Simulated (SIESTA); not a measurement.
The system is KF (Carobbiite).

```
K F
1.0
     0.00000    2.67185    2.67185
     2.67185    0.00000    2.67185
     2.67185    2.67185    0.00000
K F
1 1
Direct
  0.00000 0.00000 0.00000
  0.50000 0.50000 0.50000
```

Base run:

- Program: SIESTA 5.4.2
- Functional: LDA
- Potentials or basis: PseudoDojo 0.4 standard (LDA files)
- Basis: DZP (energy shift 0.003 Ry; two zetas on semicore shells; d shell added on K)
- Grid cutoff: 800 Ry
- Energy shift: 0.003 Ry
- k mesh: 9 × 9 × 9
- Occupations: fermi-dirac, width 0.05 eV
- Spin: no spin polarisation

Its results: band gap on the k mesh 5.78 eV, direct; pressure -4.2 GPa.

Question: The run is repeated on the same cell with these changes: functional from LDA to vdW-DF-cx; potentials or basis from PseudoDojo 0.4 standard (LDA files) to PseudoDojo 0.4 standard (PBE files). What comes out?

Answer: Band gap on the k mesh 6.37 eV, direct; pressure -0.1 GPa.

Caveats: the basis of atomic orbitals isn't converged, which shifts pressures, moduli and gaps; the potentials were made for another functional, which shifts forces and pressure (some runs).

Not every run made on this cell is shown here.
